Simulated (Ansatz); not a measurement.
FeO:

```xyz
2
Lattice="-1.6021 1.6021 2.0834 1.6021 -1.6021 2.0834 1.6021 1.6021 -2.0834" Properties=species:S:1:pos:R:3 pbc="T T T"
Fe    0.0000    0.0000    0.0000
O     0.0000    0.0000    2.0834
```

The cell comes from a database or a generator and needn't be the stable form of this composition.

Base run:

- Program: Ansatz 0.2.0
- Functional: PBEsol
- Potentials or basis: Ansatz PAW
- Cutoff: 420 eV (not typed: the program's choice for these potentials)
- k mesh: 10 × 10 × 10
- Occupations: fermi-dirac, width 0.05 eV
- Spin: collinear spin, ferromagnetic start
- Starting moments: [3.0, 0.0] μB
- Fixed moment: 3 μB

Its results: pressure -25.5 GPa; site moments Fe +2.69; O +0.08 μB.

**Question.** The run is repeated on the same cell with these changes: fixed moment from 3 μB to 0.8 μB; moments at the start from [3.0, 0.0] to [0.8, 0.0]. What comes out?

**Answer.** Pressure -33.9 GPa; site moments Fe +0.74; O +0.02 μB.

Caveats: the total moment is fixed, so each spin has its own Fermi level; a cell with one magnetic atom can't hold antiferromagnetic order, which such compounds often take; the PAW data sets come from PBE, with cores solved anew for the run's functional, which leaves a small shift of forces and pressure; the thresholds are loose for stress; a pressure of tens of GPa on the cell as given is suspect, and the run, the potentials or the cell itself is likely at fault (some runs).
